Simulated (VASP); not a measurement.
The system is PtS2.

```
Pt S
1.0
     3.54320    0.00000    0.00000
    -1.77160    3.06850    0.00000
     0.00000    0.00000    5.03880
Pt S
1 2
Direct
  0.00000 0.00000 0.00000
  0.66667 0.33333 0.77300
  0.33333 0.66667 0.22700
```

```yaml
Program: VASP 6.6.1
Task: single point
Functional: PBE
Potentials_or_basis: VASP PAW PBE potentials, release 64 (Pt, S)
Cutoff: 520 eV
k_mesh: 9 × 9 × 5
Occupations: fermi-dirac, width 0.05 eV
Spin: no spin polarisation
```

On this cell: pressure 11.1 GPa; largest force 1.213 eV/Å; band gap on the k mesh 1.03 eV, indirect (least direct gap 1.08 eV).

The same run follows on a disturbed copy (atoms moved at random, drawn with an rms of 0.05 Å):

```
Pt S
1.0
     3.54320    0.00000    0.00000
    -1.77160    3.06850    0.00000
     0.00000    0.00000    5.03880
Pt S
1 2
Cartesian
  0.0095 -0.0200 0.0506
  1.7774 1.0159 3.8884
  -0.0024 2.0604 1.1809
```

Q: What changes?

A: The energy moves by -8.3 meV/atom; pressure 9.3 GPa; largest force 1.347 eV/Å; band gap on the k mesh 0.90 eV, indirect (least direct gap 1.04 eV).

Forces on the atoms (eV/Å):
```
Pt  -0.167  0.474 -0.737
S    0.021 -0.089 -0.545
S    0.146 -0.385  1.282
```

Stress tensor (GPa, compression positive):
```
10.39 -0.24  0.39
-0.24  9.24 -0.89
 0.39 -0.89  8.29
```

Caveats: spin-orbit coupling is left out, which moves the levels of the heavy elements; an odd mesh through Γ misses points on the zone boundary, where band edges often lie; forces of over 1 eV/Å show positions far from the minimum, so gaps and moduli don't describe the material at rest (some runs).
